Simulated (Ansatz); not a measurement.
Crystal: EuO.

```
Eu O
1.0
     0.00000    2.57195    2.57195
     2.57195    0.00000    2.57195
     2.57195    2.57195    0.00000
Eu O
1 1
Direct
  0.00000 0.00000 0.00000
  0.50000 0.50000 0.50000
```

- Program: Ansatz 0.2.0
- Task: relaxation of cell and atoms
- Functional: PBE
- Dispersion: D4
- Potentials or basis: Ansatz PAW
- Cutoff: 420 eV (not typed: the program's choice for these potentials)
- k mesh: 9 × 9 × 9
- Occupations: fermi-dirac, width 0.05 eV
- Spin: collinear spin, ferromagnetic start
- Starting moments: [7.0, 0.0] μB

At the start: volume 17.01 Å³/atom.

How do energy, volume and symmetry change on relaxing?

It ends after 8 steps and the volume is 15.79 Å³/atom (-7.2 %); space group Fm-3m (No. 225, to 0.05 Å); moment 6.94 μB per cell.

The path:
| step | energy change (eV) | largest force (eV/Å) | volume (Å³) |
| --- | --- | --- | --- |
| 1 | 0.0000 | 0.0000 | 34.03 |
| 2 | -0.0159 | 0.0000 | 29.61 |
| 3 | -0.0560 | 0.0000 | 31.88 |
| 4 | -0.0571 | 0.0000 | 31.68 |
| 5 | -0.0572 | 0.0000 | 31.66 |
| 6 | -0.0524 | 0.0000 | 31.66 |
| 7 | -0.0527 | 0.0000 | 31.58 |
| 8 | -0.0525 | 0.0000 | 31.58 |

Final structure:
```
Eu O
1.0
     0.00000    2.50885    2.50885
     2.50885    0.00000    2.50885
     2.50885    2.50885    0.00000
Eu O
1 1
Cartesian
  0.0000 0.0000 0.0000
  2.5088 2.5088 2.5088
```

Caveat: the plane-wave basis is chosen anew once the cell has moved, so the energies of steps on either side of that aren't comparable; the pressure holds a Pulay correction of +0.5 GPa for the finite cutoff; a cell with one magnetic atom can't hold antiferromagnetic order, which such compounds often take; without U or exact exchange the open f shell lies at the Fermi level, which spoils levels, moments and volumes.
